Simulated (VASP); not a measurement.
# Tc (P6_3/mmc) in VASP: a series of runs

One crystal, Tc, is run at these levels: PBE; tasks: single point.

Program: VASP 6.6.1. These are calculated values, not measurements. Logs are shortened: lines on timing, memory, paths and dates and some standing lists are left out, and cuts for length are marked.

**1. The structure**

Symmetry: P6_3/mmc, No. 194, hexagonal system. The conventional cell has a = 2.740 Å, b = 2.740 Å, c = 4.398 Å, α = 90.00°, β = 90.00°, γ = 120.00°. Tc (site symmetry -6m2) is surrounded by 12 Tc at 2.71 to 2.74 Å.

**2. Single point, PBE**

File INCAR:

```
SYSTEM = Tc
PREC     = Accurate       ! precision mode
ENCUT    = 450            ! plane-wave cutoff, eV
EDIFF    = 1E-6           ! SCF threshold, eV
ISMEAR   = 0              ! smearing method
SIGMA    = 0.1            ! smearing width, eV
LREAL    = .False.        ! projectors in reciprocal space
LASPH    = .True.         ! aspherical terms in the spheres
NELM     = 100            ! most SCF steps
ALGO     = Normal         ! electronic algorithm
ISIF     = 2              ! what is computed and relaxed
LWAVE    = .False.        ! write WAVECAR
LCHARG   = .False.        ! write CHGCAR
GGA      = PE             ! functional
ADDGRID  = .False.
```

File KPOINTS:

```
regular mesh
0
Gamma
  4 4 3
  0 0 0
```

File POSCAR:

```
Tc
1.0
    2.7400000000      0.0000000000      0.0000000000
   -1.3700000000      2.3729096064      0.0000000000
    0.0000000000      0.0000000000      4.3980000000
Tc
2
Direct
    0.6666666667      0.3333333333      0.7500000000
    0.3333333333      0.6666666667      0.2500000000
```

Potentials or basis: VASP PAW PBE potentials, release 64 (Tc_pv).

On the command line:

```console
$ cat potpaw_PBE.64/Tc_pv/POTCAR > POTCAR
$ mpirun -np 1 vasp_std > vasp.out
```

OUTCAR:

```text
SYSTEM = Tc
   PREC = Accurate
   ENCUT = 450
   EDIFF = 1E-6
   ISMEAR = 0
   LREAL = .False.
   LASPH = .True.
   NELM = 100
   ISIF = 2
   GGA = PE

 Found      8 irreducible k-points:

 Following reciprocal coordinates:
            Coordinates               Weight
  0.000000  0.000000  0.000000      1.000000
  0.250000 -0.000000  0.000000      6.000000
  0.500000 -0.000000  0.000000      3.000000
  0.250000  0.250000  0.000000      6.000000
  0.000000  0.000000  0.333333      2.000000
  0.250000 -0.000000  0.333333     12.000000
   k-points           NKPTS =      8   k-points in BZ     NKDIM =      8   number of bands    NBANDS=     17
   number of dos      NEDOS =    301   number of ions     NIONS =      2
   total plane-waves  NPLWV =  12000
   dimension x,y,z NGX =    20 NGY =   20 NGZ =   30
   dimension x,y,z NGXF=    40 NGYF=   40 NGZF=   60
   ions per type =               2
   NGX,Y,Z   is equivalent  to a cutoff of  12.13, 12.13, 11.34 a.u.
   NGXF,Y,Z  is equivalent  to a cutoff of  24.27, 24.27, 22.68 a.u.
 SYSTEM =  Tc
   PREC   = accura    normal or accurate (medium, high low for compatibility)
   ISTART =      0    job   : 0-new  1-cont  2-samecut
   ICHARG =      2    charge: 1-file 2-atom 10-const
   ISPIN  =      1    spin polarized calculation?
   LNONCOLLINEAR =      F non collinear calculations
   LSORBIT =      F    spin-orbit coupling
   LASPH  =      T    aspherical Exc in radial PAW
   ENCUT  =  450.0 eV  33.07 Ry    5.75 a.u.   4.74  4.74  7.61*2*pi/ulx,y,z
   NELM   =    100;   NELMIN=  2; NELMDL= -5     # of ELM steps
   EDIFF  = 0.1E-05   stopping-criterion for ELM
   LREAL  =      F    real-space projection
   EDIFFG = 0.1E-04   stopping-criterion for IOM
   NSW    =      0    number of steps for IOM
   IBRION =     -1    ionic relax: 0-MD 1-quasi-New 2-CG
   NFREE  =      0    steps in history (QN), initial steepest desc. (CG)
   ISIF   =      2    stress and relaxation
   ISYM   =      2    0-nonsym 1-usesym 2-fastsym
   POTIM  = 0.5000    time-step for ionic-motion
   TEBEG  =    0.0;   TEEND  =   0.0 temperature during run
   PSTRESS=    0.0 pullay stress
   NELECT =      26.0000    total number of electrons
   NUPDOWN=      -1.0000    fix difference up-down
   EMIN   =  10.00;   EMAX   =-10.00  energy-range for DOS
   EFERMI =   0.00;   METHOD = LEGACY
   ISMEAR =     0;   SIGMA  =   0.10  broadening in eV -4-tet -1-fermi 0-gaus
   EFERMI_NEDOS =   21; number of points for ismear=-14 and -15
   IALGO  =     38    algorithm
   IMIX   =      4    mixing-type and parameters
     AMIX     =   0.40;   BMIX     =  1.00
     AMIX_MAG =   1.60;   BMIX_MAG =  1.00
  volume/ion in A,a.u.               =      14.30        96.48
  Fermi-wavevector in a.u.,A,eV,Ry     =   1.586002  2.997108 34.224109  2.515401
  Thomas-Fermi vector in A             =   2.685380
   LORBIT       =      0    0 simple, 1 ext, 2 COOP (PROOUT), +10 PAW based schemes
   GGA     = PE    functional components
   LHFCALC =     F    Hartree Fock is set to
   AEXX    =    0.0000 exact exchange contribution
   IVDW    =     0    specifies the selected vdW correction
   LEPSILON=     F    determine dielectric tensor
   LRPA    =     F    only Hartree local field effects (RPA)
 non-spin polarized calculation
 Gauss-broadening in eV      SIGMA  =   0.10
  energy-cutoff  :      450.00
  volume of cell :       28.59
 maximum number of plane-waves:       627
 NGX is ok and might be reduce to    20
   NGX =  9   NGY =  9   NGZ = 15

 number of electron      25.9999997 magnetization

 Free energy of the ion-electron system (eV)
  ---------------------------------------------------
  ext. energy  EPLUGINS =         0.00000000
  ---------------------------------------------------
  free energy    TOTEN  =       -20.76557941 eV

  energy without entropy =      -20.75062803  energy(sigma->0) =      -20.75810372

 E-fermi :  12.7020     XC(G=0): -13.8133

 val. band max:       12.6253298810   @ k =   0.5000  -0.0000   0.3333
 cond. band min:      12.7527199377   @ k =   0.2500  -0.0000   0.3333
 fundamental gap:      0.1273900566
 Fermi energy:        12.7020267621

 k-point     1 :       0.0000    0.0000    0.0000
  band No.  band energies     occupation
      1     -26.8083      2.00000
      2     -25.7550      2.00000
      3     -25.7550      2.00000
      4     -25.5710      2.00000
      5     -25.5710      2.00000
      6     -25.4815      2.00000
[... 9 lines left out ...]
     16      14.3450      0.00000
     17      15.1681      0.00000

 k-point     2 :       0.2500   -0.0000    0.0000
  band No.  band energies     occupation
      1     -26.5785      2.00000
      2     -26.2295      2.00000
      3     -26.0435      2.00000
      4     -25.9020      2.00000
      5     -25.6431      2.00000
      6     -25.5897      2.00000
[... 9 lines left out ...]
     16      13.4926      0.00000
     17      15.7111      0.00000

 k-point     3 :       0.5000   -0.0000    0.0000
  band No.  band energies     occupation
      1     -26.6966      2.00000
      2     -26.4776      2.00000
      3     -26.2364      2.00000
      4     -26.0372      2.00000
      5     -25.8076      2.00000
      6     -25.7229      2.00000
[... 9 lines left out ...]
     16      15.9575      0.00000
     17      17.9461      0.00000

 k-point     4 :       0.2500    0.2500    0.0000
  band No.  band energies     occupation
      1     -26.4985      2.00000
      2     -26.4032      2.00000
      3     -26.2420      2.00000
      4     -26.1250      2.00000
      5     -25.9337      2.00000
      6     -25.8021      2.00000
[... 9 lines left out ...]
     16      15.5263      0.00000
     17      17.7371      0.00000

 k-point     5 :       0.0000    0.0000    0.3333
  band No.  band energies     occupation
      1     -26.4932      2.00000
      2     -25.8302      2.00000
      3     -25.7095      2.00000
      4     -25.7095      2.00000
      5     -25.6174      2.00000
      6     -25.6174      2.00000
[... 9 lines left out ...]
     16      13.6907      0.00000
     17      15.0161      0.00000

 k-point     6 :       0.2500   -0.0000    0.3333
  band No.  band energies     occupation
      1     -26.4999      2.00000
      2     -26.2395      2.00000
      3     -26.0085      2.00000
      4     -25.8384      2.00000
      5     -25.7088      2.00000
      6     -25.6999      2.00000
[... 9 lines left out ...]
     16      14.1921      0.00000
     17      15.1101      0.00000

 [... further k-points ...]
[... 5 lines left out ...]
  --------------------------------------------------------------------------------------
  -------------------------------------------------------------------------------------
  Total        0.9020852      0.9020852     -0.1065827      0.0000000     -0.0000000      0.0000000
  in kB       50.5441818     50.5441818     -5.9718723      0.0000000     -0.0000000      0.0000000
  external PRESSURE =      31.7054971 kB  Pullay stress =       0.0000000 kB

 VOLUME and BASIS-vectors are now :
 -----------------------------------------------------------------------------
  energy-cutoff  :      450.00
  volume of cell :       28.59
      direct lattice vectors                 reciprocal lattice vectors
     2.740000000  0.000000000  0.000000000     0.364963504  0.210711777  0.000000000
    -1.370000000  2.372909606  0.000000000     0.000000000  0.421423554  0.000000000
     0.000000000  0.000000000  4.398000000     0.000000000  0.000000000  0.227376080

 POSITION                                       TOTAL-FORCE (eV/Angst)
 -----------------------------------------------------------------------------------
      1.37000      0.79097      3.29850         0.000000     -0.000000      0.000000
     -0.00000      1.58194      1.09950        -0.000000      0.000000      0.000000
 -----------------------------------------------------------------------------------
    total drift:                               -0.000000      0.000000     -0.000000

  FREE ENERGIE OF THE ION-ELECTRON SYSTEM (eV)
  ---------------------------------------------------
  free  energy   TOTEN  =       -20.7655794075 eV

  energy  without entropy=      -20.7506280344  energy(sigma->0) =      -20.75810372
```

Run time: 8.4 s. Hardware: 1 thread of AMD EPYC 7R43 (Zen 3), shared host; peak memory 0.09 GiB.

These settings aren't checked as converged: the numbers below hold their error.

What came out:

```
Free energy            : -20.7656 eV
Pressure               : 3.2 GPa
Band gap on the k mesh : none (metal or under the smearing width)
```

Caveat: the k mesh is coarse (spacing up to 0.66 Å⁻¹), so the values aren't converged.

**3. Single point, PBE**

INCAR: that of step 2 with these lines changed.

```diff
@@ -2,3 +2,3 @@
 PREC     = Accurate       ! precision mode
-ENCUT    = 450            ! plane-wave cutoff, eV
+ENCUT    = 350            ! plane-wave cutoff, eV
 EDIFF    = 1E-6           ! SCF threshold, eV
```

File KPOINTS:

```
regular mesh
0
Gamma
  5 5 3
  0 0 0
```

POSCAR is that of step 2.

Potentials or basis: VASP PAW PBE potentials, release 64 (Tc_pv).

On the command line:

```console
$ cat potpaw_PBE.64/Tc_pv/POTCAR > POTCAR
$ mpirun -np 1 vasp_std > vasp.out
```

It took 8.2 s on 1 thread of AMD EPYC 7R43 (Zen 3), shared host; peak memory 0.08 GiB.

These settings aren't checked as converged: the numbers below hold their error.

What came out:

```yaml
Free_energy: -20.8337 eV
Pressure: 0.4 GPa
Band_gap_on_the_k_mesh: none (metal or under the smearing width)
```

Caveat: the k mesh is coarse (spacing up to 0.53 Å⁻¹), so the values aren't converged.

**4. For comparison**

An earlier run on the cell as given: functional PBE; potentials or basis VASP PAW PBE potentials, release 64 (Tc_pv); cutoff 520 eV; k mesh 11 × 11 × 6; occupations fermi-dirac, width 0.05 eV; no spin polarisation.

- Pressure: 2.3 GPa
- Band gap on the k mesh: none (metal or under the smearing width)
